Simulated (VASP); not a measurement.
InPd: band structure with PBE

The system is InPd.

```
CELL_PARAMETERS angstrom
3.27188 0.00000 0.00000
0.00000 3.27188 0.00000
0.00000 0.00000 3.27188
ATOMIC_POSITIONS crystal
In 0.00000 0.00000 0.00000
Pd 0.50000 0.50000 0.50000
```

The cell comes from a database or a generator and needn't be the stable form of this composition.

```yaml
Program: VASP 6.6.1
Task: band structure
Functional: PBE
Potentials_or_basis: VASP PAW PBE potentials, release 64 (In, Pd)
Cutoff: 500 eV
k_mesh: 8 × 8 × 8
Occupations: fermi-dirac, width 0.05 eV
Spin: no spin polarisation
Further_INCAR_settings: ALGO = Fast; EDIFF = 1e-07; NBANDS = 14
```

| Quantity | Value |
| --- | --- |
| Pressure | 3.3 GPa |
| Band gap along the path | none (metal or under the smearing width) |

Levels at the corners of the path, in eV from the Fermi level:
| point | band 3 | band 4 | band 5 | band 6 | band 7 | band 8 | band 9 | band 10 |
| --- | --- | --- | --- | --- | --- | --- | --- | --- |
| Γ | -3.78 | -2.20 | -2.20 | -2.20 | 4.32 | 4.32 | 4.32 | 9.55 |
| X | -3.73 | -3.18 | -3.18 | -2.27 | -1.03 | 9.56 | 9.69 | 9.69 |
| X | -3.73 | -3.18 | -3.18 | -2.27 | -1.03 | 9.56 | 9.69 | 9.69 |
| M | -2.63 | -2.63 | -2.24 | -2.24 | -1.62 | 1.58 | 2.56 | 9.62 |
| M | -2.63 | -2.63 | -2.24 | -2.24 | -1.62 | 1.58 | 2.56 | 9.62 |
| Γ | -3.78 | -2.20 | -2.20 | -2.20 | 4.32 | 4.32 | 4.32 | 9.55 |
| Γ | -3.78 | -2.20 | -2.20 | -2.20 | 4.32 | 4.32 | 4.32 | 9.55 |
| R | -4.79 | -1.58 | -1.58 | 0.09 | 3.88 | 3.88 | 3.88 | 4.50 |
| R | -4.79 | -1.58 | -1.58 | 0.09 | 3.88 | 3.88 | 3.88 | 4.50 |
| X | -3.73 | -3.18 | -3.18 | -2.27 | -1.03 | 9.56 | 9.69 | 9.69 |
| M | -2.63 | -2.63 | -2.24 | -2.24 | -1.62 | 1.58 | 2.56 | 9.62 |
| R | -4.79 | -1.58 | -1.58 | 0.09 | 3.88 | 3.88 | 3.88 | 4.50 |

Wall time 10 s on 1 thread of Intel(R) Xeon(R) 6975P-C (Granite Rapids), on a shared host, peak memory 0.15 GiB.

Caveat: spin-orbit coupling is left out, which moves the levels of the heavy elements.
